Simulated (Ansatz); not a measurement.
BaS (started from an entry of an open crystallographic database), relaxed with r2SCAN in Ansatz 0.2.0. The symmetry is Fm-3m (No. 225, cubic); conventional cell a = 6.424 Å, 33.14 Å³ an atom. Ba is surrounded by 6 S at 3.21 Å; S is surrounded by 6 Ba at 3.21 Å.

The axes x, y and z are those of this cell:
```
CELL_PARAMETERS angstrom
0.00000 3.21191 3.21191
3.21191 0.00000 3.21191
3.21191 3.21191 0.00000
ATOMIC_POSITIONS crystal
Ba 0.00000 0.00000 0.00000
S 0.50000 0.50000 0.50000
```

Unstrained: PBE gives an indirect gap of 2.230 eV, from Γ to X; the least direct gap is 2.345 eV at X. r2SCAN gives an indirect gap of 2.578 eV, from Γ to X; the least direct gap is 2.692 eV at X. HSE06 gives an indirect gap of 3.138 eV, from Γ to X; the least direct gap is 3.277 eV at X. Meshes: PBE 8×8×8, r2SCAN 8×8×8, HSE06 6×6×6. Strains are changes of length per length. After each strain the atoms were relaxed again with r2SCAN within the symmetry that the strain leaves, so tilts or polar shifts that break it weren't tested; points keep the names that they have in the unstrained zone. Calculated for a static, non-magnetic cell.

Problem. One strain changed the r2SCAN stress by xx +1.01, yy +1.01, zz +7.24 GPa (compression positive) and the gap by -0.257 eV (PBE), -0.275 eV (r2SCAN), -0.255 eV (HSE06). Which kind of strain was it, and roughly how large?

Solution. Uniaxial -5.21 % along z, other directions held. The pattern of the stress gives the kind; the size needs the stiffness, so it is an estimate.

Problem. One strain changed the r2SCAN stress by xx +12.21, yy +12.21, zz +12.21 GPa (compression positive) and the gap by -0.392 eV (PBE), -0.401 eV (r2SCAN), -0.390 eV (HSE06). Which kind of strain was it, and roughly how large?

Solution. Isotropic -5.91 % on every length. The pattern of the stress gives the kind; the size needs the stiffness, so it is an estimate.

Problem. Estimate what biaxial -3.24 % in x and y, z held does to the gap.

Solution. PBE: the gap goes from 2.230 to 2.083 eV (-0.147 eV); with r2SCAN the top three valence levels at Γ, degenerate before, become 2+1 from the top over 120 meV. r2SCAN: the gap goes from 2.578 to 2.425 eV (-0.153 eV). HSE06: the gap goes from 3.138 to 2.990 eV (-0.148 eV). The r2SCAN energy rises by 29.0 meV an atom.

Problem. Apply isotropic -4.95 % on every length. How far does the gap move, against the unstrained cell?

Solution. PBE: the gap goes from 2.230 to 1.945 eV (-0.285 eV); it turns from indirect (Γ → X) to direct (X). r2SCAN: the gap goes from 2.578 to 2.286 eV (-0.292 eV); it turns from indirect (Γ → X) to direct (X). HSE06: the gap goes from 3.138 to 2.853 eV (-0.285 eV). The r2SCAN energy rises by 121.9 meV an atom.

The runs are scalar-relativistic, without spin-orbit coupling.

The meshes of the hybrids are coarse, so their gaps aren't converged to the digits shown.

The splittings at Γ are without spin-orbit coupling, which regroups them where it is of like size or larger.
